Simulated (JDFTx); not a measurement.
Crystal: KI.

```
I K
1.0
     4.29120    0.00000    0.00000
     0.00000    4.29120    0.00000
     0.00000    0.00000    4.29120
I K
1 1
Direct
  0.50000 0.50000 0.50000
  0.00000 0.00000 0.00000
```

Measurements of this composition are mostly on another form, of space group No. 225.

A run of JDFTx 1.7.0 (patched build) on this cell left the log below. Logs are shortened: lines on timing, memory, paths and dates and some standing lists are left out, and cuts for length are marked.

```text
*************** JDFTx 1.7.0 (patched build) ***************

Input parsed successfully to the following command list (including defaults):
[... the input with its defaults ...]

---------- Setting up symmetries ----------

Found 48 point-group symmetries of the bravais lattice
Found 48 space-group symmetries with basis
Applied RMS atom displacement 0 bohrs to make symmetries exact.

---------- Initializing the Grid ----------
R =
[      8.10919            0            0  ]
[            0      8.10919            0  ]
[            0            0      8.10919  ]
unit cell volume = 533.251
G =
[   0.774823          0          0  ]
[          0   0.774823          0  ]
[          0          0   0.774823  ]
Minimum fftbox size, Smin = [  64  64  64  ]
Chosen fftbox size, S = [  64  64  64  ]

---------- Initializing tighter grid for wavefunction operations ----------
R =
[      8.10919            0            0  ]
[            0      8.10919            0  ]
[            0            0      8.10919  ]
unit cell volume = 533.251
G =
[   0.774823          0          0  ]
[          0   0.774823          0  ]
[          0          0   0.774823  ]
Minimum fftbox size, Smin = [  48  48  48  ]
Chosen fftbox size, S = [  48  48  48  ]

---------- Exchange Correlation functional ----------
Initalized PBE GGA exchange.
Initalized PBE GGA correlation.

---------- Setting up pseudopotentials ----------
Width of ionic core gaussian charges (only for fluid interactions / plotting) set to 0

Reading pseudopotential file 'pseudo/I.upf':
  'I' pseudopotential, 'PBE' functional
  Generated using ONCVPSP code by D. R. Hamann
  7 valence electrons, 2 orbitals, 8 projectors, 1001 radial grid points, with lMax = 3
[... 55 lines left out ...]
	FillingsUpdate:  mu: +0.180190540  nElectrons: 16.000000
SCF: Cycle:  2   F: -40.124104819479371   dF: -2.022e-03   |Residual|: 5.605e-03   |deigs|: 8.916e-03
	FillingsUpdate:  mu: +0.179789204  nElectrons: 16.000000
SCF: Cycle:  3   F: -40.124205841447804   dF: -1.010e-04   |Residual|: 1.626e-03   |deigs|: 2.357e-03
	FillingsUpdate:  mu: +0.179601388  nElectrons: 16.000000
SCF: Cycle:  4   F: -40.124237130013810   dF: -3.129e-05   |Residual|: 8.379e-04   |deigs|: 1.374e-03
	FillingsUpdate:  mu: +0.179662589  nElectrons: 16.000000
SCF: Cycle:  5   F: -40.124244037996398   dF: -6.908e-06   |Residual|: 1.262e-04   |deigs|: 5.356e-04
	FillingsUpdate:  mu: +0.179683546  nElectrons: 16.000000
SCF: Cycle:  6   F: -40.124246024703680   dF: -1.987e-06   |Residual|: 6.585e-05   |deigs|: 2.675e-04
	FillingsUpdate:  mu: +0.179696211  nElectrons: 16.000000
SCF: Cycle:  7   F: -40.124247766666223   dF: -1.742e-06   |Residual|: 2.502e-05   |deigs|: 3.758e-04
[... 9 lines left out ...]
SCF: Cycle: 12   F: -40.124248841444228   dF: -2.440e-08   |Residual|: 3.238e-06   |deigs|: 1.769e-04
	FillingsUpdate:  mu: +0.179708777  nElectrons: 16.000000
SCF: Cycle: 13   F: -40.124248861200357   dF: -1.976e-08   |Residual|: 1.509e-06   |deigs|: 1.626e-04
	FillingsUpdate:  mu: +0.179709267  nElectrons: 16.000000
SCF: Cycle: 14   F: -40.124248867275966   dF: -6.076e-09   |Residual|: 9.744e-07   |deigs|: 8.508e-05
	FillingsUpdate:  mu: +0.179709416  nElectrons: 16.000000
SCF: Cycle: 15   F: -40.124248871469803   dF: -4.194e-09   |Residual|: 5.517e-07   |deigs|: 1.138e-04
	FillingsUpdate:  mu: +0.179709189  nElectrons: 16.000000
SCF: Cycle: 16   F: -40.124248873029813   dF: -1.560e-09   |Residual|: 7.564e-07   |deigs|: 6.303e-05
	FillingsUpdate:  mu: +0.179709125  nElectrons: 16.000000
SCF: Cycle: 17   F: -40.124248874215311   dF: -1.185e-09   |Residual|: 1.362e-06   |deigs|: 7.045e-05
	FillingsUpdate:  mu: +0.179709409  nElectrons: 16.000000
SCF: Cycle: 18   F: -40.124248874621586   dF: -4.063e-10   |Residual|: 3.200e-07   |deigs|: 5.886e-05
	FillingsUpdate:  mu: +0.179709395  nElectrons: 16.000000
SCF: Cycle: 19   F: -40.124248874963300   dF: -3.417e-10   |Residual|: 4.556e-07   |deigs|: 6.350e-05
SCF: Converged (|Delta E|<1.000000e-09 for 2 iters).

Setting wave functions to eigenvectors of Hamiltonian
Converging empty states (this may take a while):
EmptyStates: None of the convergence criteria satisfied.
|deigs|: 1.294e-03

# Stress tensor in Cartesian coordinates [Eh/a0^3]:
[ -1.60202e-05            0            0  ]
[            0 -1.60202e-05            0  ]
[            0            0 -1.60202e-05  ]

# Ionic positions in lattice coordinates:
ion I   0.500000000000000   0.500000000000000   0.500000000000000 1
ion K   0.000000000000000   0.000000000000000   0.000000000000000 1

# Forces in Cartesian coordinates:
force I  -0.000000000000000  -0.000000000000000  -0.000000000000000 1
force K   0.000000000000000   0.000000000000000  -0.000000000000000 1

# Energy components:
   Eewald =      -28.9728574107309491
       EH =        8.5262998100090091
     Eloc =      -31.8589167844211936
      Enl =        6.1550450737688678
      Exc =      -10.4111414633085957
 Exc_core =        2.9740956285599465
       KE =       13.4632262711596091
-------------------------------------
     Etot =      -40.1242488749632997
       TS =        0.0000000000000015
-------------------------------------
        F =      -40.1242488749632997

IonicMinimize: Iter:   0  F: -40.124248874963300  |grad|_K:  1.887e-42
IonicMinimize: Converged (|grad|_K<1.000000e-04).

#--- Lowdin population analysis ---
# oxidation-state I -0.608
# oxidation-state K +0.669

Dumping 'run.eigStats' ...
	eMin: -0.973436 at state 0 ( [ +0.000000 +0.000000 +0.000000 ] spin 0 )
	HOMO: +0.106051 at state 9 ( [ +0.000000 +0.500000 +0.500000 ] spin 0 )
	mu  : +0.179709
	LUMO: +0.228298 at state 0 ( [ +0.000000 +0.000000 +0.000000 ] spin 0 )
	eMax: +0.442209 at state 19 ( [ +0.500000 +0.500000 +0.500000 ] spin 0 )
	HOMO-LUMO gap: +0.122247
	Optical gap  : +0.135495 at state 0 ( [ +0.000000 +0.000000 +0.000000 ] spin 0 )
WARNING: the last solve of the electrons (or of bands or displaced states from it) ended unconverged.
Done!
[note: mu as printed may lie anywhere between the filled and the empty levels]
```

What input gives this log?

Single point with PBE, no spin polarisation. The files as run (others can give the same):

KI.in
```
lattice \
    8.1091864343     0.0000000000     0.0000000000 \
    0.0000000000     8.1091864343     0.0000000000 \
    0.0000000000     0.0000000000     8.1091864343
coords-type Lattice
ion I      0.5000000000     0.5000000000     0.5000000000 1
ion K      0.0000000000     0.0000000000     0.0000000000 1

ion-species pseudo/I.upf
ion-species pseudo/K.upf
elec-cutoff 37 296
elec-ex-corr gga-PBE
kpoint-folding 6 6 6
elec-smearing Fermi 0.0018374661
elec-n-bands 14
electronic-SCF nIterations 100 energyDiffThreshold 1e-09
electronic-minimize nIterations 30 energyDiffThreshold 1e-7
converge-empty-states yes
forces-output-coords Cartesian

dump-name run.$VAR
dump End Ecomponents EigStats BandEigs Kpoints Forces Stress
```

Potentials or basis: PseudoDojo-SR-PBE-0.5-standard.
Run with:
```bash
$ jdftx -c 1 -i KI.in -o KI.out
```

Caveat: the empty levels aren't tightly converged; spin-orbit coupling is left out, which moves the levels of the heavy elements.
